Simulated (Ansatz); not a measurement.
**Clamped-ion strain scan in CsI**

Computed with DFT LDA, scalar-relativistic, plane waves, PAW (Ansatz). Cutoff 420 eV, Γ-centred 6×6×6 k-points, Gaussian smearing of 0.05 eV. No spin polarisation. Energies are free energies at this smearing, counted from the undisturbed cell; pressure is positive in compression.

The starting cell (as given, not relaxed at this level; it stands at -1.4 GPa):

```xyz
2
Lattice="4.5667 0.0000 0.0000 0.0000 4.5667 0.0000 0.0000 0.0000 4.5667" Properties=species:S:1:pos:R:3 pbc="T T T"
Cs    0.0000    0.0000    0.0000
I     2.2833    2.2833    2.2833
```

The cell is strained by ε times the Voigt pattern (0, 0, 1, 0, 0, 0) (xx, yy, zz, yz, xz, xy; engineering shear) with fractional coordinates fixed.

```csv
ε,ΔE (meV/atom)
-0.0200,-7.1
-0.0100,-3.9
0.0000,0.0
0.0050,2.2
0.0150,6.9
0.0200,9.6
```

Q: Predict the stress summed along the pattern (GPa, tension positive) at each point.

A:
| ε | stress summed along the pattern (GPa, tension positive) |
| --- | --- |
| -0.0200 | 0.97 |
| -0.0100 | 1.20 |
| 0.0000 | 1.41 |
| 0.0050 | 1.51 |
| 0.0150 | 1.71 |
| 0.0200 | 1.80 |